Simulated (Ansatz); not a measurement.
## GaSb: equation of state with revPBE

The system is GaSb.

```
Sb Ga
1.0
     0.00000    3.05900    3.05900
     3.05900    0.00000    3.05900
     3.05900    3.05900    0.00000
Sb Ga
1 1
Direct
  0.75000 0.75000 0.75000
  0.00000 0.00000 0.00000
```

```yaml
Program: Ansatz 0.2.0
Task: equation of state
Functional: revPBE
Potentials_or_basis: Ansatz PAW
Cutoff: 420 eV
Density_cutoff: 1680 eV
k_mesh: 8 × 8 × 8
Occupations: fermi-dirac, width 0.05 eV
Spin: no spin polarisation
```

* Equilibrium volume: 30.76 Å³/atom (rough: see the caveat)
* Bulk modulus: 40 GPa (rough)

Energy against volume, from the lowest point:
| volume (Å³/atom) | energy (meV/atom) |
| --- | --- |
| 26.907 | 78.46 |
| 27.480 | 54.32 |
| 28.052 | 35.29 |
| 28.625 | 20.82 |
| 29.197 | 10.36 |
| 29.770 | 3.52 |
| 30.342 | 0.00 |

All runs of the series together: 12 s on 2 threads of Intel(R) Xeon(R) Platinum 8488C (Sapphire Rapids) (shared host).

Caveat: the potentials were made for another functional, which shifts forces and pressure; the minimum lies outside the volumes run. Spin-orbit coupling is left out, which matters for the levels of Sb.
